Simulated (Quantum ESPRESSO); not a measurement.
# H on fcc sites of Cu(111): a series in the coverage, part 2 of 8

Aim: how the results for H on fcc sites of Cu(111) change with the coverage.

Quantum ESPRESSO 7.5; plane-wave DFT, PBE, GBRV ultrasoft pseudopotentials.

So far. Step 2 (Variable-cell relaxation of the reference):  The last row is no step: it is a fresh SCF in the final cell with a new plane-wave basis, -1 meV from the row before.

## Step 4: Relaxing the ions of the reference

The free molecule gives the reference for adsorption energies.

System of this step: H₂ molecule in a box. The cell holds 2 atoms: 2 H. Its edges and angles: a = 11.000 Å, b = 11.500 Å, c = 13.000 Å, α = 90.0°, β = 90.0°, γ = 90.0°. Vacuum lies along a, b and c.

ref.gas.in reads:

```
&control
  prefix = 'ref.gas'
  outdir = './out'
  pseudo_dir = './pseudo'
  nstep = 40
  forc_conv_thr = 0.001
  calculation = 'relax'
/
&system
  ibrav = 0
  nat = 2
  ntyp = 1
  ecutwfc = 40
  ecutrho = 200
  occupations = 'smearing'
  smearing = 'gaussian'
  degauss = 0.002
/
&electrons
  conv_thr = 1e-07
  mixing_beta = 0.4
  electron_maxstep = 120
/
&ions
/
ATOMIC_SPECIES
  H   1.0080  h_pbe_v1.4.uspp.F.UPF
CELL_PARAMETERS angstrom
  11.00000000000000 0.00000000000000 0.00000000000000
  0.00000000000000 11.50000000000000 0.00000000000000
  0.00000000000000 0.00000000000000 13.00000000000000
ATOMIC_POSITIONS crystal
  H   0.500000000000 0.500000000000 0.471153846154
  H   0.500000000000 0.500000000000 0.528846153846
K_POINTS automatic
  1 1 1 0 0 0
```

On the command line:

```sh
> OMP_NUM_THREADS=1 mpirun -n 8 pw.x -nk 1 -in ref.gas.in > ref.gas.out
```

The program printed:

```text
[banner, memory and clock lines left out]
Program PWSCF v.7.5 starts

          URL

     Message from routine setup:
     using ibrav=0 with symmetry is DISCOURAGED, use correct ibrav instead

     bravais-lattice index     =            0
     lattice parameter (alat)  =      20.7870  a.u.
     unit-cell volume          =   11097.6361 (a.u.)^3
     number of atoms/cell      =            2
     number of atomic types    =            1
     number of electrons       =         2.00
     number of Kohn-Sham states=            5
     kinetic-energy cutoff     =      40.0000  Ry
     charge density cutoff     =     200.0000  Ry
     scf convergence threshold =      1.0E-07
     mixing beta               =       0.4000
     number of iterations used =            8  plain     mixing
     energy convergence thresh.=      1.0E-04
     force convergence thresh. =      1.0E-03
     Exchange-correlation=  SLA  PW   PBX  PBC
                           (   1   4   3   4   0   0   0)
     nstep                     =           40

     celldm(1)=  20.786987  celldm(2)=   0.000000  celldm(3)=   0.000000
     celldm(4)=   0.000000  celldm(5)=   0.000000  celldm(6)=   0.000000

     crystal axes: (cart. coord. in units of alat)
               a(1) = (   1.000000   0.000000   0.000000 )
               a(2) = (   0.000000   1.045455   0.000000 )
               a(3) = (   0.000000   0.000000   1.181818 )

     reciprocal axes: (cart. coord. in units 2 pi/alat)
               b(1) = (  1.000000  0.000000  0.000000 )
               b(2) = (  0.000000  0.956522  0.000000 )
               b(3) = (  0.000000  0.000000  0.846154 )

     PseudoPot. # 1 for H  read from file:
     ./pseudo/h_pbe_v1.4.uspp.F.UPF
     Pseudo is Ultrasoft, Zval =  1.0
     Generated by new atomic code, or converted to UPF format
     Using radial grid of  615 points,  2 beta functions with:
                l(1) =   0
                l(2) =   0
     Q(r) pseudized with  8 coefficients,  rinner =    0.700

     atomic species   valence    mass     pseudopotential
     H                 1.00     1.00800     H ( 1.00)

      8 Sym. Ops., with inversion, found

   Cartesian axes

     site n.     atom                  positions (alat units)
         1        H      tau(   1) = (   0.5000000   0.5227273   0.5568182  )
         2        H      tau(   2) = (   0.5000000   0.5227273   0.6250000  )

     number of k points=     1  Gaussian smearing, width (Ry)=  0.0020
                       cart. coord. in units 2pi/alat
        k(    1) = (   0.0000000   0.0000000   0.0000000), wk =   2.0000000

     Dense  grid:   530123 G-vectors     FFT dimensions: (  96, 100, 120)

     Smooth grid:   379275 G-vectors     FFT dimensions: (  90,  90, 100)

     Initial potential from superposition of free atoms

     starting charge       2.0000, renormalised to       2.0000

     negative rho (up, down):  3.734E-04 0.000E+00
     Starting wfcs are    2 randomized atomic wfcs +    3 random wfcs

     per-process dynamical memory:    35.8 Mb

     Self-consistent Calculation

     iteration #  1     ecut=    40.00 Ry     beta= 0.40
     Davidson diagonalization with overlap
     ethr =  1.00E-02,  avg # of iterations =  7.0

     negative rho (up, down):  6.838E-04 0.000E+00

     total energy              =      -2.33997425 Ry
     estimated scf accuracy    <       0.11157300 Ry

     iteration #  2     ecut=    40.00 Ry     beta= 0.40
     Davidson diagonalization with overlap
     ethr =  5.58E-03,  avg # of iterations =  1.0

     negative rho (up, down):  9.464E-04 0.000E+00

     total energy              =      -2.32678152 Ry
     estimated scf accuracy    <       0.02747679 Ry

     iteration #  3     ecut=    40.00 Ry     beta= 0.40
     Davidson diagonalization with overlap
     ethr =  1.37E-03,  avg # of iterations =  2.0

     negative rho (up, down):  1.041E-03 0.000E+00

     total energy              =      -2.33004934 Ry
     estimated scf accuracy    <       0.00009245 Ry

     iteration #  4     ecut=    40.00 Ry     beta= 0.40
     Davidson diagonalization with overlap
     c_bands:  3 eigenvalues not converged
     ethr =  4.62E-06,  avg # of iterations = 20.0

     negative rho (up, down):  1.119E-03 0.000E+00

     total energy              =      -2.33004564 Ry
     estimated scf accuracy    <       0.00007876 Ry

     iteration #  5     ecut=    40.00 Ry     beta= 0.40
     Davidson diagonalization with overlap
     ethr =  3.94E-06,  avg # of iterations = 19.0

     negative rho (up, down):  1.200E-03 0.000E+00

     End of self-consistent calculation

          k = 0.0000 0.0000 0.0000 ( 47391 PWs)   bands (ev):

   -10.3230  -0.2758   0.1835   0.6295   0.7588

     the Fermi energy is    -4.7821 ev

!    total energy              =      -2.33005441 Ry
     estimated scf accuracy    <       0.00000002 Ry
     smearing contrib. (-TS)   =      -0.00000000 Ry
     internal energy E=F+TS    =      -2.33005441 Ry

     The total energy is F=E-TS. E is the sum of the following terms:
     one-electron contribution =      -3.97246732 Ry
     hartree contribution      =       2.10910713 Ry
     xc contribution           =      -1.37338711 Ry
     ewald contribution        =       0.90669289 Ry

     convergence has been achieved in   5 iterations

     Forces acting on atoms (cartesian axes, Ry/au):

     atom    1 type  1   force =     0.00000000    0.00000000   -0.01655911
     atom    2 type  1   force =     0.00000000    0.00000000    0.01655911

     Total force =     0.023418     Total SCF correction =     0.000018

     BFGS Geometry Optimization
     Energy error            =      5.5E-04 Ry
     Gradient error          =      1.7E-02 Ry/Bohr

     number of scf cycles    =   1
     number of bfgs steps    =   0

     energy             new  =      -2.3300544148 Ry

     new trust radius        =       0.0165591054 bohr
     new conv_thr            =       0.0000001000 Ry

ATOMIC_POSITIONS (crystal)
H                0.5000000000        0.5000000000        0.4704797922
H                0.5000000000        0.5000000000        0.5295202078

     XML data file
     NEW-OLD atomic charge density approx. for the potential

     negative rho (up, down):  1.193E-03 0.000E+00

     per-process dynamical memory:    37.5 Mb

     Self-consistent Calculation

     iteration #  1     ecut=    40.00 Ry     beta= 0.40
     Davidson diagonalization with overlap
     ethr =  1.00E-06,  avg # of iterations =  4.0

     negative rho (up, down):  1.181E-03 0.000E+00

     total energy              =      -2.33019166 Ry
     estimated scf accuracy    <       0.00007935 Ry

     iteration #  2     ecut=    40.00 Ry     beta= 0.40
     Davidson diagonalization with overlap
     ethr =  3.97E-06,  avg # of iterations =  1.0

     negative rho (up, down):  1.176E-03 0.000E+00

     total energy              =      -2.33018685 Ry
     estimated scf accuracy    <       0.00001830 Ry

     iteration #  3     ecut=    40.00 Ry     beta= 0.40
     Davidson diagonalization with overlap
     ethr =  9.15E-07,  avg # of iterations =  1.0

     negative rho (up, down):  1.175E-03 0.000E+00

     total energy              =      -2.33018884 Ry
     estimated scf accuracy    <       0.00000016 Ry

     iteration #  4     ecut=    40.00 Ry     beta= 0.40
     Davidson diagonalization with overlap
     ethr =  8.12E-09,  avg # of iterations =  2.0

     negative rho (up, down):  1.172E-03 0.000E+00

     End of self-consistent calculation

          k = 0.0000 0.0000 0.0000 ( 47391 PWs)   bands (ev):

   -10.2396  -0.2785   0.1439   0.6271   0.7521

     the Fermi energy is    -4.7437 ev

!    total energy              =      -2.33018886 Ry
     estimated scf accuracy    <          2.8E-09 Ry
     smearing contrib. (-TS)   =      -0.00000000 Ry
     internal energy E=F+TS    =      -2.33018886 Ry

     The total energy is F=E-TS. E is the sum of the following terms:
     one-electron contribution =      -3.92814510 Ry
     hartree contribution      =       2.08620672 Ry
     xc contribution           =      -1.36274280 Ry
     ewald contribution        =       0.87449232 Ry

     convergence has been achieved in   4 iterations

     Forces acting on atoms (cartesian axes, Ry/au):

     atom    1 type  1   force =     0.00000000    0.00000000    0.00803133
     atom    2 type  1   force =     0.00000000    0.00000000   -0.00803133

     Total force =     0.011358     Total SCF correction =     0.000016
     Energy error            =      1.3E-04 Ry
     Gradient error          =      8.0E-03 Ry/Bohr

     number of scf cycles    =   2
     number of bfgs steps    =   1

     energy             old  =      -2.3300544148 Ry
     energy             new  =      -2.3301888589 Ry

     CASE: energy            _new < energy            _old

     new trust radius        =       0.0054082671 bohr
     new conv_thr            =       0.0000000013 Ry

ATOMIC_POSITIONS (crystal)
H                0.5000000000        0.5000000000        0.4706999408
H                0.5000000000        0.5000000000        0.5293000592

     XML data file
     NEW-OLD atomic charge density approx. for the potential

     negative rho (up, down):  1.173E-03 0.000E+00

     per-process dynamical memory:    37.5 Mb

     Self-consistent Calculation

     iteration #  1     ecut=    40.00 Ry     beta= 0.40
     Davidson diagonalization with overlap
     ethr =  1.00E-06,  avg # of iterations =  2.0

     negative rho (up, down):  1.177E-03 0.000E+00

     total energy              =      -2.33023451 Ry
     estimated scf accuracy    <       0.00000801 Ry

     iteration #  2     ecut=    40.00 Ry     beta= 0.40
     Davidson diagonalization with overlap
     ethr =  4.01E-07,  avg # of iterations =  1.0

     negative rho (up, down):  1.179E-03 0.000E+00

     total energy              =      -2.33023381 Ry
     estimated scf accuracy    <       0.00000208 Ry

     iteration #  3     ecut=    40.00 Ry     beta= 0.40
     Davidson diagonalization with overlap
     ethr =  1.04E-07,  avg # of iterations =  2.0

     negative rho (up, down):  1.180E-03 0.000E+00

     total energy              =      -2.33023411 Ry
     estimated scf accuracy    <       0.00000003 Ry

     iteration #  4     ecut=    40.00 Ry     beta= 0.40
     Davidson diagonalization with overlap
     ethr =  1.30E-09,  avg # of iterations =  2.0

     negative rho (up, down):  1.181E-03 0.000E+00

     total energy              =      -2.33023410 Ry
     estimated scf accuracy    <       0.00000003 Ry

     iteration #  5     ecut=    40.00 Ry     beta= 0.40
     Davidson diagonalization with overlap
     ethr =  1.30E-09,  avg # of iterations =  2.0

     negative rho (up, down):  1.182E-03 0.000E+00

     End of self-consistent calculation

          k = 0.0000 0.0000 0.0000 ( 47391 PWs)   bands (ev):

   -10.2669  -0.2786   0.1570   0.6266   0.7532

     the Fermi energy is    -4.7568 ev

!    total energy              =      -2.33023409 Ry
     estimated scf accuracy    <          1.7E-11 Ry
     smearing contrib. (-TS)   =      -0.00000000 Ry
     internal energy E=F+TS    =      -2.33023409 Ry

     The total energy is F=E-TS. E is the sum of the following terms:
     one-electron contribution =      -3.94253312 Ry
     hartree contribution      =       2.09365823 Ry
     xc contribution           =      -1.36620527 Ry
     ewald contribution        =       0.88484607 Ry

     convergence has been achieved in   5 iterations

     Forces acting on atoms (cartesian axes, Ry/au):

     atom    1 type  1   force =     0.00000000    0.00000000    0.00029278
     atom    2 type  1   force =     0.00000000    0.00000000   -0.00029278

     Total force =     0.000414     Total SCF correction =     0.000001
     Energy error            =      4.5E-05 Ry
     Gradient error          =      2.9E-04 Ry/Bohr

     bfgs converged in   3 scf cycles and   2 bfgs steps
     (criteria: energy <  1.0E-04 Ry, force <  1.0E-03 Ry/Bohr)

     End of BFGS Geometry Optimization

     Final energy             =      -2.3302340935 Ry

     File ./out/ref.gas.bfgs deleted, as requested
Begin final coordinates

ATOMIC_POSITIONS (crystal)
H                0.5000000000        0.5000000000        0.4706999408
H                0.5000000000        0.5000000000        0.5293000592
End final coordinates

     XML data file, charge density, pseudopotentials, collected wavefunctions

                                        0.00s GPU  (      81 calls)
```

It took 3.7 s on 8 MPI ranks of Arm Neoverse V1, shared host; peak memory 0.67 GiB.

Relaxation path:

| step | energy less that of the first step (eV) | largest force (eV/Å) |
| --- | --- | --- |
| 1 | 0.0000 | 0.4258 |
| 2 | -0.0018 | 0.2065 |
| 3 | -0.0024 | 0.0075 |

Final coordinates:

```
CELL_PARAMETERS angstrom
11.00000 0.00000 0.00000
0.00000 11.50000 0.00000
0.00000 0.00000 13.00000
ATOMIC_POSITIONS crystal
H 0.50000 0.50000 0.47070
H 0.50000 0.50000 0.52930
```

The relaxation lowers the energy by 1 meV an atom.

Read from the output:

```
free energy  : -31.70 eV
Fermi energy : -4.757 eV
```

[end of part 2 of 8]

[Logs are printed without paths, hosts, clocks, repeated set-up lines and the standing remarks that a program may print on its own settings, such as how far it seeks lower states.]

[Hosts, paths, dates, database ids (printed as entryN), source tags and the programs' standing remarks are cut or masked in the printed files.]

[Maps of the electrostatic potential energy from Ansatz leave out the sawtooth potential of an applied field or a dipole correction, so their vacuum need not be flat; planar profiles and work functions include it.]
